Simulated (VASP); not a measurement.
Input of a VASP 6.6.1 run:

File INCAR:

```
SYSTEM = ZnH3O
ALGO = Fast ; EDIFF = 1E-6
ENCUT = 520 ; GGA = PE
ISIF = 2 ; ISMEAR = 0
LASPH = .TRUE. ; LCHARG = .FALSE.
LREAL = Auto ; LWAVE = .FALSE.
NBANDS = 58 ; NELM = 100
PREC = Accurate ; SIGMA = 0.05
```

The input KPOINTS:

```
k-points
0
G
  1 1 6
  0 0 0
```

File POSCAR:

```
ZnH3O
1.0
   14.8000000000      0.0000000000      0.0000000000
    0.0000000000     14.3000000000      0.0000000000
    0.0000000000      0.0000000000      5.1197295501
Zn O H
4 4 12
Direct
    0.5000000000      0.4926395673      0.5488258765
    0.3759466702      0.4184112167      0.9406071343
    0.6240533298      0.4184112167      0.9406071343
    0.5000000000      0.6408420070      0.9405552245
    0.3841895298      0.4236226479      0.3975572702
    0.6158104702      0.4236226479      0.3975572702
    0.5000000000      0.6309154636      0.3974364720
    0.5000000000      0.4924994140      0.9181718216
    0.3985985448      0.3142549023      0.8551300897
    0.3002088103      0.4905285372      0.8524664110
    0.6014014552      0.3142549023      0.8551300897
    0.6997911897      0.4905285372      0.8524664110
    0.4016128709      0.6725128912      0.8538337180
    0.5983871291      0.6725128912      0.8538337180
    0.3866615453      0.3630995057      0.4949347772
    0.3350476741      0.4558973417      0.4969739287
    0.6133384547      0.3630995057      0.4949347772
    0.6649523259      0.4558973417      0.4969739287
    0.4482647467      0.6589132871      0.4957745866
    0.5517352533      0.6589132871      0.4957745866
```

Potentials or basis: VASP PAW PBE potentials, release 64 (Zn, O, H).

Launch:

```sh
$ cat potpaw_PBE.64/Zn/POTCAR potpaw_PBE.64/O/POTCAR potpaw_PBE.64/H/POTCAR > POTCAR
$ mpirun -np 1 vasp_std > vasp.out
```

(1) Estimate the band gap on the k mesh.

(2) Predict the largest force.

Results:

(1) 2.70 eV, indirect (least direct gap 2.81 eV).

(2) 0.130 eV/Å.
